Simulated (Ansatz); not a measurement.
# Bi2Te3: band gap by level of theory

**What was measured.** The band gap of Bi2Te3 (Tellurobismuthite) (R-3m) is reported as 0.17 eV (arxiv:2412.10539). The runs below try to reproduce it.

```cif
data_structure
_symmetry_space_group_name_H-M 'R-3m:H'
_symmetry_Int_Tables_number 166
_cell_length_a 4.3860
_cell_length_b 4.3860
_cell_length_c 30.4970
_cell_angle_alpha 90.000
_cell_angle_beta 90.000
_cell_angle_gamma 120.000
_cell_volume 508.07
loop_
_atom_site_label
_atom_site_type_symbol
_atom_site_symmetry_multiplicity
_atom_site_Wyckoff_symbol
_atom_site_fract_x
_atom_site_fract_y
_atom_site_fract_z
_atom_site_occupancy
Bi1 Bi 6 c 0.66667 0.33333 0.93333 1
Te1 Te 6 c 0.00000 0.00000 0.79050 1
Te2 Te 3 a 0.00000 0.00000 0.00000 1
```

```tsv
rung	level	program and potentials	cutoff (eV)	k mesh	smearing	task	spin	core time	chip	band gap (eV)	miss (eV)	notes
GGA	PBEsol	Ansatz, Ansatz PAW	420	7 × 7 × 7	fermi-dirac 0.05	band structure	off	14 s	AMD EPYC 9R45 Zen 5	0.24	+0.07	potentials made for PBE, which Ansatz adapts in part
GGA	BLYP	Ansatz, Ansatz PAW	420	7 × 7 × 7	fermi-dirac 0.05	band structure	off	14 s	AMD EPYC 9R45 Zen 5	0.33	+0.16	potentials made for PBE, which Ansatz adapts in part
GGA	PBE	Ansatz, Ansatz PAW	420	7 × 7 × 7	fermi-dirac 0.05	band structure	off	15 s	AMD EPYC 9R45 Zen 5	0.29	+0.12	-
GGA	RPBE	Ansatz, Ansatz PAW	420	7 × 7 × 7	fermi-dirac 0.05	band structure	off	15 s	AMD EPYC 9R45 Zen 5	0.34	+0.17	potentials made for PBE, which Ansatz adapts in part
LDA	LDA	Ansatz, Ansatz PAW	420	7 × 7 × 7	fermi-dirac 0.05	band structure	off	20 s	AMD EPYC 9R45 Zen 5	0.21	+0.04	potentials made for PBE, which Ansatz adapts in part
GGA	revPBE	Ansatz, Ansatz PAW	420	7 × 7 × 7	fermi-dirac 0.05	band structure	off	21 s	AMD EPYC 9R45 Zen 5	0.33	+0.16	potentials made for PBE, which Ansatz adapts in part
meta-GGA	r2SCAN	Ansatz, Ansatz PAW	500	7 × 7 × 7	fermi-dirac 0.05	band structure	off	24 s	AMD EPYC 9R45 Zen 5	0.52	+0.35	potentials made for PBE, which Ansatz adapts in part
hybrid	PBE0	Ansatz, Ansatz PAW	420	6 × 6 × 6	fermi-dirac 0.05	single point	off	2.9 min	AMD EPYC 7R13 Zen 3	1.13	+0.96	potentials made for PBE, which Ansatz adapts in part
hybrid	r2SCANh	Ansatz, Ansatz PAW	500	4 × 4 × 4	fermi-dirac 0.05	single point	off	3.9 min	Arm Neoverse V2	0.82	+0.65	coarse mesh; potentials made for PBE, which Ansatz adapts in part
GGA	PBE	Ansatz, Ansatz PAW	420	7 × 7 × 7	fermi-dirac 0.05	band structure	SOC, no magnetisation	11 min	Arm Neoverse V1	0.14	-0.03	-
GGA	PBEsol	Ansatz, Ansatz PAW	420	7 × 7 × 7	fermi-dirac 0.05	band structure	SOC, no magnetisation	12 min	Intel Xeon Skylake/Cascade Lake	0.12	-0.05	potentials made for PBE, which Ansatz adapts in part
```

Times are single runs on shared hosts and different chips, so they are rough; meshes, cutoffs and the tasks' sizes weigh on the time. Gaps are the least found on the k mesh or the band path, and a mesh can miss the band edges. Smearing widths are in eV. The cell comes from a database and isn't always the measured one. Meshes differ between rows, which moves values too. All levels ran on this one cell, unrelaxed unless noted. Meshes are those of the run's cell of 5 atoms unless a note names another. Misses use the values as printed. Runs on faulty files, with rough fits or with known faults for this quantity aren't shown.

By rung: LDA 0.21; GGA 0.24 to 0.34; GGA with SOC 0.12 to 0.14; meta-GGA 0.52; hybrid 1.13; hybrid on coarse meshes 0.82 (eV). Measured: 0.17 eV (arxiv:2412.10539). Closest, coarse meshes and atomic bases left aside, is PBE with Ansatz, Ansatz PAW (-0.03 eV), and PBE misses by +0.12 eV on plain settings. The runs are for a static lattice, while measurements hold temperature and zero-point motion; rows without SOC leave out spin-orbit coupling, which moves the band edges where heavy atoms are present.
